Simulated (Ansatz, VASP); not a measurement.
# Two plane-wave programs on In6O

```
In O
1.0
     2.98562    1.72375    5.52856
    -2.98562    1.72375    5.52856
     0.00000   -3.44750    5.52856
In O
6 1
Direct
  0.91925 0.25677 0.56974
  0.56974 0.91925 0.25677
  0.08075 0.74323 0.43026
  0.74323 0.43026 0.08075
  0.25677 0.56974 0.91925
  0.43026 0.08075 0.74323
  0.00000 0.00000 0.00000
```

Alike in both runs: functional PBE; k mesh 4 × 4 × 4; occupations gaussian, width 0.2 eV; no spin polarisation.

Ansatz relaxed the structure, and its values are those at the end. VASP's run is a single point on that final structure, the one shown.

```csv
,VASP,Ansatz
version,VASP 6.6.1,Ansatz 0.2.0
potentials or method,"VASP PAW PBE potentials, release 64 (In_d, O)","scalar-relativistic, plane waves, PAW"
plane-wave cutoff (eV),520,420
valence electrons in the cell,84,84
```

```tsv
	VASP	Ansatz	Ansatz less VASP
gap on the k mesh at the Fermi level (eV)	none	none	-
pressure (GPa)	0.0	0.0	+0.03
rms of the force components (eV/Å)	0.013	0.011	-0.0019
```

A gap of «none» marks a metal or a gap that the smearing closes.
